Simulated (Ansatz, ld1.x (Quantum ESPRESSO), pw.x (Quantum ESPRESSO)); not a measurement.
## What a changed setting does to a pw.x run (fcc H)

Potential: PAW, ld1.x (Quantum ESPRESSO) 7.5, PBE; core none, reference 1s1; waves: 1s (bound): rcut 1.25, rcutus 1.35 bohr; 1s channel at -0.15 Ry: rcut 1.25, rcutus 1.35 bohr; 2p channel at 0.05 Ry: rcut 1.05, rcutus 1.40 bohr; local part: all-electron potential smoothed inside 1.05 bohr (lloc = -2); core correction: none; augmentation: BESSEL, radius 0.75 bohr.

The reference run (k-mesh 18³, cutoffs 40/320 Ry, Fermi–Dirac 0.01 Ry, mixing_beta 0.4, conv_thr 1e-9, no spin) gives 0.05 GPa at 2.975 Å³/atom, where all-electron LAPW gives -0.20 GPa. This run, with its own iteration cap, changes degauss to 0.005.

```
&control
  calculation='scf', prefix='x', pseudo_dir='./', outdir='./tmp', tstress=.true., disk_io='none'
/
&system
  ibrav=0, nat=1, ntyp=1, ecutwfc=40, ecutrho=320, nbnd=7,
  occupations='smearing', smearing='fd', degauss=0.005
/
&electrons
  conv_thr=1e-09, mixing_beta=0.4, electron_maxstep=60
/
ATOMIC_SPECIES
H 1.0 H.UPF
CELL_PARAMETERS angstrom
  0.00000000 1.14152561 1.14152561
  1.14152561 0.00000000 1.14152561
  1.14152561 1.14152561 0.00000000
ATOMIC_POSITIONS crystal
H 0.0000 0.0000 0.0000
K_POINTS automatic
18 18 18 0 0 0
```

```bash
pw.x < H.scf.in > H.scf.out
```

Task: How does the run end?

Result: It converges in 3 iterations; the free energy moves by +2.2 meV/atom and the pressure by -0.10 GPa. In a metal, with Fermi–Dirac smearing, F lies below its zero-width value by a term in the square of the width.

```
Message from routine setup:
     using ibrav=0 with symmetry is DISCOURAGED, use correct ibrav instead
     lattice parameter (alat)  =       3.0507  a.u.
     unit-cell volume          =      20.0763 (a.u.)^3
     number of electrons       =         1.00
     number of Kohn-Sham states=            7
     kinetic-energy cutoff     =      40.0000  Ry
     charge density cutoff     =     320.0000  Ry
     scf convergence threshold =      1.0E-09
     Exchange-correlation= SLA  PW   PBX  PBC
     number of k points=   195  Fermi-Dirac smearing, width (Ry)=  0.0050
     iteration #  1     ecut=    40.00 Ry     beta= 0.40
     total energy              =      -1.07564803 Ry
     estimated scf accuracy    <       0.00000431 Ry
     iteration #  2     ecut=    40.00 Ry     beta= 0.40
     total energy              =      -1.07564443 Ry
     estimated scf accuracy    <       0.00000165 Ry
     iteration #  3     ecut=    40.00 Ry     beta= 0.40
     the Fermi energy is     3.7528 ev
!    total energy              =      -1.07564457 Ry
     estimated scf accuracy    <          2.2E-10 Ry
     smearing contrib. (-TS)   =      -0.00010586 Ry
     The total energy is F=E-TS. E is the sum of the following terms:
     one-electron contribution =       0.63591146 Ry
     hartree contribution      =       0.01919033 Ry
     xc contribution           =      -0.66829079 Ry
     ewald contribution        =      -1.06270263 Ry
     one-center paw contrib.   =       0.00035291 Ry
     convergence has been achieved in   3 iterations
          total   stress  (Ry/bohr**3)                   (kbar)     P=       -0.50
     Message from routine punch:
     Nothing written, as per user request (disk_io='none')
```

The run took about 1.4 s on one core of a shared host (Neoverse-V1, 32 threads, 247 GiB, load 32).
